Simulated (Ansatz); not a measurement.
KI: the gap against volume

KI, Fm-3m, a = 7.092 Å. Ansatz: r2SCAN, PAW, 500 eV, Γ-centred 6×6×6 mesh on 2 atoms, Gaussian smearing 0.02 eV; no spin polarisation. Symmetry fixes shape and atoms, so the cell is only scaled; x = ln(V/V0) with V0 = 44.586 Å³/atom. The gap is read at the mesh points alone.

| x | gap y (eV) |
| --- | --- |
| -0.0619 | 4.747 |
| -0.0305 | 4.661 |
| 0.0000 | 4.582 |
| 0.0296 | 4.509 |
| 0.0583 | ? |

Problem. Fit a straight line to the other rows, give the volume deformation potential of the gap and its pressure coefficient, and predict the missing gap. B0 = 12.4 GPa.

Solution. Means x = -0.01570, y = 4.6247; Σ(Δx)² = 0.004652, ΣΔxΔy = -0.01210; the slope is their ratio. y = 4.5839 − 2.6008 x. The slope is the deformation potential a = dE_g/d ln V = -2.60 eV, and dE_g/dP = −a/B0 = 210 meV/GPa. At x = 0.0583 the fit asked for gives 4.432 eV. The run gave 4.441 eV, so the fit is 0.009 eV too low, 2.9 % of the span of the series, against an rms of 0.002 eV on the fitted rows. The row lies outside the fitted range. With a term in x² added, a fit to the same known rows predicts 4.442 eV, so most of the miss is curvature that the known rows already hold.

Spin-orbit coupling is left out, which matters for the bands of heavy elements. Semilocal functionals give gaps under the measured ones; changes of the gap mostly carry over better.